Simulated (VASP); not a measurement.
TiO under changes of volume

One of the cells (9.653 Å³/atom); the others are scaled copies at fixed shape and fractional positions:

```
Ti O
1.0
     2.80911    0.00000    0.00000
    -1.40456    2.43276    0.00000
     0.00000    0.00000    2.82512
Ti O
1 1
Direct
  0.66667 0.33333 0.00000
  0.00000 0.00000 0.50000
```

```yaml
Program: VASP 6.6.1
Functional: r2SCAN
Potentials_or_basis: VASP PAW PBE potentials, release 64 (Ti_sv, O)
Cutoff: 520 eV
k_mesh: 8 × 8 × 8
Occupations: fermi-dirac, width 0.05 eV
Spin: no spin polarisation
```

| volume (Å³/atom) | energy over the lowest point (meV/atom) | pressure (GPa) |
| --- | --- | --- |
| 9.267 | 14.28 | 11.5 |
| 9.460 | 3.73 | 5.5 |
| 9.653 | 0.00 | 0.2 |
| 9.846 | 2.41 | -4.6 |
| 10.039 | ? | ? |

Task: What does the run at 10.039 Å³/atom give?

Result: Energy over the lowest point 10.36 meV/atom; pressure -9.0 GPa.

Worked out: A Birch-Murnaghan fit of order 2 (a polynomial in V^(-2/3)) to the other rows has its minimum at 9.67 Å³/atom with B0 = V·E''(V) = 254 GPa at fixed shape and positions, which overstates the stiffness. It gives 10.40 meV/atom at 10.039 Å³/atom, against the run's 10.36, and -dE/dV = -8.8 GPa, against -9.0.

Energies are extrapolated to zero smearing.

Caveats: the PAW data sets were made with another functional, which shifts forces and pressure a little.
